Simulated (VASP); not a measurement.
# Cd (P6/mmm) in VASP: a series of runs

One crystal, Cd, is run at these levels: revPBE; tasks: single point.

All numbers are computed with VASP 6.6.1; they aren't measurements. Logs are shortened: lines on timing, memory, paths and dates and some standing lists are left out, and cuts for length are marked.

**1. The structure**

It takes space group P6/mmm (No. 191, hexagonal). Conventional cell: a = 5.225 Å, b = 5.225 Å, c = 3.151 Å, α = 90.00°, β = 90.00°, γ = 120.00°. Cd (site symmetry 6/mmm) is surrounded by 14 Cd at 3.15 to 3.40 Å. Cd (site symmetry -6m2) is surrounded by 11 Cd at 3.02 to 3.40 Å.

This isn't the form of Cd at room conditions, which is hcp.

**2. Single point, revPBE**

File INCAR:

```
ALGO     = Fast           # electronic algorithm
EDIFF    = 1E-6           # SCF threshold, eV
ENCUT    = 520            # plane-wave cutoff, eV
GGA      = RE             # functional
ISIF     = 2              # what is computed and relaxed
ISMEAR   = -1             # smearing method
LASPH    = True           # aspherical terms in the spheres
LCHARG   = False          # write CHGCAR
LREAL    = False          # projectors in reciprocal space
LWAVE    = False          # write WAVECAR
NBANDS   = 25             # bands
NELM     = 100            # most SCF steps
PREC     = Accurate       # precision mode
SIGMA    = 0.1            # smearing width, eV
```

File KPOINTS:

```
k-points
0
Gamma
  9 9 13
```

File POSCAR:

```
Cd
1.0
    5.2247368194      0.0000000000      0.0000000000
   -2.6123684097      4.5247548137      0.0000000000
    0.0000000000      0.0000000000      3.1510589993
Cd
3
Direct
    1.0000000000      0.0000000000      0.0000000000
    0.3333333333      0.6666666667      0.5000000000
    0.6666666667      0.3333333333      0.5000000000
```

Potentials or basis: VASP PAW PBE potentials, release 64 (Cd).

Run with:

```sh
$ cat potpaw_PBE.64/Cd/POTCAR > POTCAR
$ mpirun -np 1 vasp_std > vasp.out
```

OUTCAR:

```text
EDIFF = 1E-6
   ENCUT = 520
   GGA = RE
   ISIF = 2
   ISMEAR = -1
   LASPH = True
   LREAL = False
   NELM = 100
   PREC = Accurate

 ion  position               nearest neighbor table
   1  0.000  0.000  0.000-   2 3.40   3 3.40   2 3.40   3 3.40   3 3.40   3 3.40   2 3.40   2 3.40
                             3 3.40   3 3.40   2 3.40   2 3.40
   2  0.333  0.667  0.500-   3 3.02   3 3.02   3 3.02   1 3.40   1 3.40   1 3.40   1 3.40   1 3.40
                             1 3.40
   3  0.667  0.333  0.500-   2 3.02   2 3.02   2 3.02   1 3.40   1 3.40   1 3.40   1 3.40   1 3.40
                             1 3.40

  LATTYP: Found a hexagonal cell.
 ALAT       =     5.2247368194
 C/A-ratio  =     0.6031038707

  Lattice vectors:

 A1 = (   5.2247368194,   0.0000000000,   0.0000000000)
 A2 = (  -2.6123684097,   4.5247548137,   0.0000000000)
 A3 = (   0.0000000000,   0.0000000000,   3.1510589993)

Analysis of symmetry for initial positions (statically):
=====================================================================
 Subroutine PRICEL returns:
 Original cell was already a primitive cell.

 Routine SETGRP: Setting up the symmetry group for a
 hexagonal supercell.

 Subroutine GETGRP returns: Found 24 space group operations
 (whereof 24 operations were pure point group operations)
 out of a pool of 24 trial point group operations.

The static configuration has the point symmetry D_6h.

Analysis of symmetry for dynamics (positions and initial velocities):
=====================================================================
 Subroutine PRICEL returns:
 Original cell was already a primitive cell.

 Routine SETGRP: Setting up the symmetry group for a
 hexagonal supercell.

 Subroutine GETGRP returns: Found 24 space group operations
 (whereof 24 operations were pure point group operations)
 out of a pool of 24 trial point group operations.

The dynamic configuration has the point symmetry D_6h.

 Subroutine INISYM returns: Found 24 space group operations
 (whereof 24 operations are pure point group operations),
 and found     1 'primitive' translations

----------------------------------------------------------------------------------------

                                     Primitive cell

  volume of cell :      74.4931

  direct lattice vectors                    reciprocal lattice vectors
     5.224736819  0.000000000  0.000000000     0.191397200  0.110503225  0.000000000
    -2.612368410  4.524754814  0.000000000     0.000000000  0.221006450  0.000000000
     0.000000000  0.000000000  3.151058999     0.000000000  0.000000000  0.317353626

  length of vectors
     5.224736819  5.224736819  3.151058999     0.221006450  0.221006450  0.317353626

  position of ions in fractional coordinates (direct lattice)
     0.000000000  0.000000000  0.000000000
     0.333333333  0.666666667  0.500000000
     0.666666667  0.333333333  0.500000000

  ion indices of the primitive-cell ions
   primitive index   ion index
                 1           1
                 2           2
                 3           3

----------------------------------------------------------------------------------------

 KPOINTS: k-points

Automatic generation of k-mesh.
 Grid dimensions read from file:
 generate k-points for:    9    9   13

 Generating k-lattice:

  Cartesian coordinates                     Fractional coordinates (reciprocal lattice)
     0.021266356  0.012278136  0.000000000     0.111111111 -0.000000000  0.000000000
     0.000000000  0.024556272  0.000000000     0.000000000  0.111111111  0.000000000
     0.000000000  0.000000000  0.024411817     0.000000000  0.000000000  0.076923077

  Length of vectors
     0.024556272  0.024556272  0.024411817

  Shift w.r.t. Gamma in fractional coordinates (k-lattice)
     0.000000000  0.000000000  0.000000000

 Subroutine IBZKPT returns following result:
 ===========================================

 Found     84 irreducible k-points:

 Following reciprocal coordinates:
            Coordinates               Weight
  0.000000  0.000000  0.000000      1.000000
  0.111111  0.000000  0.000000      6.000000
  0.222222  0.000000  0.000000      6.000000
  0.333333  0.000000  0.000000      6.000000
  0.444444  0.000000  0.000000      6.000000
  0.111111  0.111111  0.000000      6.000000
[... 16 lines left out ...]
  0.333333  0.222222  0.076923     24.000000
  0.333333  0.333333  0.076923      4.000000
 [... further k-points ...]
   k-points           NKPTS =     84   k-points in BZ     NKDIM =     84   number of bands    NBANDS=     25
   number of dos      NEDOS =    301   number of ions     NIONS =      3
   total plane-waves  NPLWV =  38400
   dimension x,y,z NGX =    40 NGY =   40 NGZ =   24
   dimension x,y,z NGXF=    80 NGYF=   80 NGZF=   48
   ions per type =               3
   NGX,Y,Z   is equivalent  to a cutoff of  12.73, 12.73, 12.66 a.u.
   NGXF,Y,Z  is equivalent  to a cutoff of  25.46, 25.46, 25.32 a.u.
 SYSTEM =  unknown system
   PREC   = accura    normal or accurate (medium, high low for compatibility)
   ISTART =      0    job   : 0-new  1-cont  2-samecut
   ICHARG =      2    charge: 1-file 2-atom 10-const
   ISPIN  =      1    spin polarized calculation?
   LNONCOLLINEAR =      F non collinear calculations
   LSORBIT =      F    spin-orbit coupling
   LASPH  =      T    aspherical Exc in radial PAW
   ENCUT  =  520.0 eV  38.22 Ry    6.18 a.u.   9.71  9.71  5.86*2*pi/ulx,y,z
   NELM   =    100;   NELMIN=  2; NELMDL= -5     # of ELM steps
   EDIFF  = 0.1E-05   stopping-criterion for ELM
   LREAL  =      F    real-space projection
   EDIFFG = 0.1E-04   stopping-criterion for IOM
   NSW    =      0    number of steps for IOM
   IBRION =     -1    ionic relax: 0-MD 1-quasi-New 2-CG
   NFREE  =      0    steps in history (QN), initial steepest desc. (CG)
   ISIF   =      2    stress and relaxation
   ISYM   =      2    0-nonsym 1-usesym 2-fastsym
   POTIM  = 0.5000    time-step for ionic-motion
   TEBEG  =    0.0;   TEEND  =   0.0 temperature during run
   PSTRESS=    0.0 pullay stress
   NELECT =      36.0000    total number of electrons
   NUPDOWN=      -1.0000    fix difference up-down
   EMIN   =  10.00;   EMAX   =-10.00  energy-range for DOS
   EFERMI =   0.00;   METHOD = LEGACY
   ISMEAR =    -1;   SIGMA  =   0.10  broadening in eV -4-tet -1-fermi 0-gaus
   EFERMI_NEDOS =   21; number of points for ismear=-14 and -15
   IALGO  =     68    algorithm
   IMIX   =      4    mixing-type and parameters
     AMIX     =   0.40;   BMIX     =  1.00
     AMIX_MAG =   1.60;   BMIX_MAG =  1.00
  volume/ion in A,a.u.               =      24.83       167.57
  Fermi-wavevector in a.u.,A,eV,Ry     =   1.284706  2.427742 22.455992  1.650469
  Thomas-Fermi vector in A             =   2.416884
   LORBIT       =      0    0 simple, 1 ext, 2 COOP (PROOUT), +10 PAW based schemes
   GGA     = RE    functional components
   LHFCALC =     F    Hartree Fock is set to
   AEXX    =    0.0000 exact exchange contribution
   IVDW    =     0    specifies the selected vdW correction
   LEPSILON=     F    determine dielectric tensor
   LRPA    =     F    only Hartree local field effects (RPA)
 non-spin polarized calculation
 RMM-DIIS sequential band-by-band and
  energy-cutoff  :      520.00
  volume of cell :       74.49
 maximum number of plane-waves:      2031
 NGX is ok and might be reduce to    40
   NGX = 19   NGY = 19   NGZ = 11

 number of electron      36.0000011 magnetization

 Free energy of the ion-electron system (eV)
  ---------------------------------------------------
  ext. energy  EPLUGINS =         0.00000000
  ---------------------------------------------------
  free energy    TOTEN  =        -1.13185202 eV

  energy without entropy =       -1.09430933  energy(sigma->0) =       -1.11308067

 E-fermi :   2.1229     XC(G=0): -10.2168

 val. band max:        2.1118024461   @ k =   0.1111   0.0000   0.1538
 cond. band min:       2.1388315347   @ k =   0.4444   0.0000   0.3077
 fundamental gap:      0.0270290886
 Fermi energy:         2.1229174897

 k-point     1 :       0.0000    0.0000    0.0000
  band No.  band energies     occupation
      1      -7.3112      2.00000
      2      -6.8910      2.00000
      3      -6.8705      2.00000
      4      -6.7816      2.00000
      5      -6.7816      2.00000
      6      -6.6248      2.00000
[... 17 lines left out ...]
     24      13.3857      0.00000
     25      16.6433      0.00000

 k-point     2 :       0.1111    0.0000    0.0000
  band No.  band energies     occupation
      1      -7.2959      2.00000
      2      -6.9141      2.00000
      3      -6.8955      2.00000
      4      -6.8431      2.00000
      5      -6.8272      2.00000
      6      -6.6663      2.00000
[... 17 lines left out ...]
     24      13.4270      0.00000
     25      15.5212      0.00000

 k-point     3 :       0.2222    0.0000    0.0000
  band No.  band energies     occupation
      1      -7.2538      2.00000
      2      -7.0209      2.00000
      3      -6.9344      2.00000
      4      -6.9250      2.00000
      5      -6.8717      2.00000
      6      -6.6915      2.00000
[... 17 lines left out ...]
     24      13.3963      0.00000
     25      13.6927      0.00000

 k-point     4 :       0.3333    0.0000    0.0000
  band No.  band energies     occupation
      1      -7.1946      2.00000
      2      -7.1328      2.00000
      3      -6.9840      2.00000
      4      -6.9792      2.00000
      5      -6.8958      2.00000
      6      -6.7171      2.00000
[... 17 lines left out ...]
     24      11.3193      0.00000
     25      11.8537      0.00000

 k-point     5 :       0.4444    0.0000    0.0000
  band No.  band energies     occupation
      1      -7.1998      2.00000
      2      -7.1299      2.00000
      3      -7.0382      2.00000
      4      -7.0044      2.00000
      5      -6.9099      2.00000
      6      -6.7340      2.00000
[... 17 lines left out ...]
     24      10.6426      0.00000
     25      11.6443      0.00000

 k-point     6 :       0.1111    0.1111    0.0000
  band No.  band energies     occupation
      1      -7.2673      2.00000
      2      -6.9775      2.00000
      3      -6.9463      2.00000
      4      -6.8804      2.00000
      5      -6.8745      2.00000
      6      -6.7009      2.00000
[... 17 lines left out ...]
     24      13.4586      0.00000
     25      13.5543      0.00000
[... 393 lines left out ...]
 k-point    21 :       0.4444    0.1111    0.0769
  band No.  band energies     occupation
      1      -7.1929      2.00000
      2      -7.0793      2.00000
      3      -7.0432      2.00000
      4      -6.9829      2.00000
      5      -6.8769      2.00000
      6      -6.7772      2.00000
[... 17 lines left out ...]
     24      10.6459      0.00000
     25      10.8791      0.00000

 k-point    22 :       0.2222    0.2222    0.0769
  band No.  band energies     occupation
      1      -7.1500      2.00000
      2      -7.1261      2.00000
      3      -7.0395      2.00000
      4      -6.9089      2.00000
      5      -6.9033      2.00000
      6      -6.7959      2.00000
[... 17 lines left out ...]
     24       9.9730      0.00000
     25      12.5260      0.00000

 k-point    23 :       0.3333    0.2222    0.0769
  band No.  band energies     occupation
      1      -7.1917      2.00000
      2      -7.0852      2.00000
      3      -7.0592      2.00000
      4      -6.9459      2.00000
      5      -6.9003      2.00000
      6      -6.8427      2.00000
[... 17 lines left out ...]
     24      11.0779      0.00000
     25      11.6114      0.00000

 k-point    24 :       0.3333    0.3333    0.0769
  band No.  band energies     occupation
      1      -7.2051      2.00000
      2      -7.0681      2.00000
      3      -7.0681      2.00000
      4      -6.9276      2.00000
      5      -6.9031      2.00000
      6      -6.9031      2.00000
[... 17 lines left out ...]
     24      11.3940      0.00000
     25      12.1500      0.00000

 [... further k-points ...]

------------------------ aborting loop because EDIFF is reached ----------------------------------------

  FORCE on cell =-STRESS in cart. coord.  units (eV):
  Direction    XX          YY          ZZ          XY          YZ          ZX
  --------------------------------------------------------------------------------------
  -------------------------------------------------------------------------------------
  Total        0.1020062      0.1020062      0.0936306      0.0000000      0.0000000      0.0000000
  in kB        2.1939219      2.1939219      2.0137818      0.0000000      0.0000000      0.0000000
  external PRESSURE =       2.1338752 kB  Pullay stress =       0.0000000 kB

 VOLUME and BASIS-vectors are now :
 -----------------------------------------------------------------------------
  energy-cutoff  :      520.00
  volume of cell :       74.49
      direct lattice vectors                 reciprocal lattice vectors
     5.224736819  0.000000000  0.000000000     0.191397200  0.110503225  0.000000000
    -2.612368410  4.524754814  0.000000000     0.000000000  0.221006450  0.000000000
     0.000000000  0.000000000  3.151058999     0.000000000  0.000000000  0.317353626

 POSITION                                       TOTAL-FORCE (eV/Angst)
 -----------------------------------------------------------------------------------
      0.00000      0.00000      0.00000        -0.000000      0.000000      0.000000
     -0.00000      3.01650      1.57553        -0.000000      0.000000      0.000000
      2.61237      1.50825      1.57553         0.000000      0.000000     -0.000000
 -----------------------------------------------------------------------------------
    total drift:                                0.000000     -0.000000      0.000000

  FREE ENERGIE OF THE ION-ELECTRON SYSTEM (eV)
  ---------------------------------------------------
  free  energy   TOTEN  =        -1.1318520180 eV

  energy  without entropy=       -1.0943093315  energy(sigma->0) =       -1.11308067
```

Wall time 42 s (1 thread of Intel Xeon 6975P-C (Granite Rapids), shared host); peak memory 0.26 GiB.

Results:

```yaml
Free_energy: -1.1319 eV
Pressure: 0.2 GPa
Band_gap_on_the_k_mesh: none (metal or under the smearing width)
```

Levels at points of the mesh, in eV from the Fermi level:
| k point | band 16 | band 17 | band 18 | band 19 | band 20 | band 21 |
| --- | --- | --- | --- | --- | --- | --- |
| (0.00, 0.00, 0.00) | -7.91 | 0.07 | 0.28 | 0.90 | 0.90 | 0.96 |

Caveat: the PAW data sets were made with another functional, which shifts forces and pressure a little.

[end of part 1 of 2]
